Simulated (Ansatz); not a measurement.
Runs of Ansatz 0.2.0 on MoSe2. Symmetry: P6_3/mmc, No. 194, hexagonal system. Conventional cell: a = 3.288 Å, b = 3.288 Å, c = 12.900 Å, α = 90.00°, β = 90.00°, γ = 120.00°. Mo (site symmetry -6m2) is surrounded by 6 Se at 2.49 Å. Se (site symmetry 3m) is surrounded by 3 Mo at 2.49 Å. 

```csv
task,level,cell,points for each segment of the path,gap on the mesh (eV),pressure (GPa),relaxed volume (Å³/atom),largest force (eV/Å)
relaxation of cell and atoms,revPBE+D3(BJ),relaxed,-,0.73,0.0,(b),0.01
relaxation of cell and atoms,LDA,relaxed,-,0.84,0.0,19.41,-
band structure,LDA,as given,14,0.87,0.6,-,0.58
relaxation of cell and atoms,revPBE+D4,relaxed,-,0.80,0.0,(a),-
```

Alike in all rows: potentials or basis Ansatz PAW; no spin polarisation; k mesh 9 × 9 × 2; cutoff (eV) 420; smearing fermi-dirac 0.05 eV.

**Question.** Estimate the missing entries.

**Answer.** (a) 19.34; (b) 18.94.

Caveats: the PAW data sets come from PBE, with cores solved anew for the run's functional, which leaves a small shift of forces and pressure; odd divisions of the mesh miss points on the zone boundary, where band edges often lie, so the gap on the mesh can be too wide (some runs); the plane-wave basis is chosen anew once the cell has moved, so the energies of steps on either side of that aren't comparable (some runs); the k mesh misses the band edges, so the gap on the mesh is wider than the one along the path (some runs); the cell's inner coordinates are idealised or old, which leaves forces on the atoms (some runs).

A k mesh can miss the band edges, and the runs leave out spin-orbit coupling on Mo, Se.

Runs at the PBE level aren't shown here.
